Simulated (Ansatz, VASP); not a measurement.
One calculation of NaS6, two programs

```xyz
7
Lattice="0.0000 3.9882 3.9882 3.9882 0.0000 3.9882 3.9882 3.9882 0.0000" Properties=species:S:1:pos:R:3 pbc="T T T"
Na    3.9882    3.9882    3.9882
S     0.0000    1.9941    1.9941
S     3.9882    1.9941    1.9941
S     1.9941    0.0000    1.9941
S     1.9941    3.9882    1.9941
S     1.9941    1.9941    0.0000
S     1.9941    1.9941    3.9882
```

Alike in both runs: functional PBE; k mesh 4 × 4 × 4; occupations gaussian, width 0.1 eV; no spin polarisation.

Ansatz relaxed the structure, and its values are those at the end. VASP's run is a single point on that final structure, the one shown.

```csv
,VASP,Ansatz
version,VASP 6.6.1,Ansatz 0.2.0
potentials or method,"VASP PAW PBE potentials, release 64 (Na_pv, S)","scalar-relativistic, plane waves, PAW"
plane-wave cutoff (eV),520,420
valence electrons in the cell,43,45
```

|  | VASP | Ansatz | Ansatz less VASP |
| --- | --- | --- | --- |
| gap on the k mesh at the Fermi level (eV) | none | none | - |
| pressure (GPa) | -0.2 | -0.1 | +0.07 |

A gap of «none» marks a metal or a gap that the smearing closes. With one functional, cell and mesh, what is left measures potentials, basis and numerics. The two sets of potentials don't hold the same shells in valence.
